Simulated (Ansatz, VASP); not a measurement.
Two plane-wave programs on Al

INCAR

```
SYSTEM = Al
PREC     = Accurate       ! precision mode
ENCUT    = 600            ! plane-wave cutoff, eV
EDIFF    = 1E-6           ! SCF threshold, eV
ISMEAR   = -1             ! smearing method
SIGMA    = 0.1            ! smearing width, eV
LREAL    = .FALSE.        ! projectors in reciprocal space
LASPH    = .TRUE.         ! aspherical terms in the spheres
NELM     = 60             ! most SCF steps
ALGO     = Normal         ! electronic algorithm
ISIF     = 3              ! what is computed and relaxed
LWAVE    = .FALSE.        ! write WAVECAR
LCHARG   = .FALSE.        ! write CHGCAR
GGA      = RP             ! functional
IBRION   = 2              ! ionic algorithm
NSW      = 80             ! ionic steps
EDIFFG   = -0.01          ! ionic threshold
```

Contents of KPOINTS:

```
Automatic mesh
0
G
  5 5 5
  0 0 0
```

File POSCAR:

```
Al
1.0
    5.1021510852      0.0000000000      0.0000000000
    0.0000000000      5.1021510852      0.0000000000
    0.0000000000      0.0000000000      5.1021510852
Al
8
Direct
    0.0000000000      0.0000000000      0.0000000000
    0.5000000000      0.5000000000      0.5000000000
    0.2500000000      0.0000000000      0.5000000000
    0.7500000000      0.0000000000      0.5000000000
    0.5000000000      0.2500000000      0.0000000000
    0.5000000000      0.7500000000      0.0000000000
    0.0000000000      0.5000000000      0.2500000000
    0.0000000000      0.5000000000      0.7500000000
```

Input for Ansatz:

```yaml
crystal:
  lattice:
    - [5.1021510852, 0.0, 0.0]
    - [0.0, 5.1021510852, 0.0]
    - [0.0, 0.0, 5.1021510852]
  atoms:
    - { symbol: Al, position: [0.0, 0.0, 0.0] }
    - { symbol: Al, position: [0.5, 0.5, 0.5] }
    - { symbol: Al, position: [0.25, 0.0, 0.5] }
    - { symbol: Al, position: [0.75, 0.0, 0.5] }
    - { symbol: Al, position: [0.5, 0.25, 0.0] }
    - { symbol: Al, position: [0.5, 0.75, 0.0] }
    - { symbol: Al, position: [0.0, 0.5, 0.25] }
    - { symbol: Al, position: [0.0, 0.5, 0.75] }
hamiltonian:
  xc: rpbe
  pseudopotentials:
    kind: paw
    azcp:
      Al: "pseudopotentials/Al.paw.azcp"
basis:
  ecutwfc: 420
  fft_grid_basis: typed
kpoints:
  mp_grid: { grid: [5, 5, 5], shift: [0, 0, 0] }
magnetization:
  spin_polarized: false
scf:
  occupations: { method: fermi_dirac, width: 0.1 }
relax:
  max_steps: 60
  f_tol: 0.01
  cell: {}
```

The cell was built by a generator and needn't be a form met in nature.

Alike in both runs: task relaxation of cell and atoms; functional RPBE; k mesh 5 × 5 × 5; occupations fermi-dirac, width 0.1 eV; no spin polarisation.

```csv
,VASP,Ansatz
version,VASP 6.6.1,Ansatz 0.2.0
potentials or method,"VASP PAW PBE potentials, release 64 (Al)","plane waves (420 eV) with PAW, scalar-relativistic"
plane-wave cutoff (eV),600,420
valence electrons in the cell,24,24
```

Ansatz gave:

* relaxed volume (Å³/atom): 17.25
* relaxed cell length with the largest relative difference (Å): 5.168
* energy change over the relaxation (meV/atom): -6

Question: Which values does VASP return?

Answer: Relaxed volume (Å³/atom): 17.21; relaxed cell length with the largest relative difference (Å): 5.163; energy change over the relaxation (meV/atom): -5.

Caveats: the PAW data sets were made with another functional, which shifts forces and pressure a little (VASP).
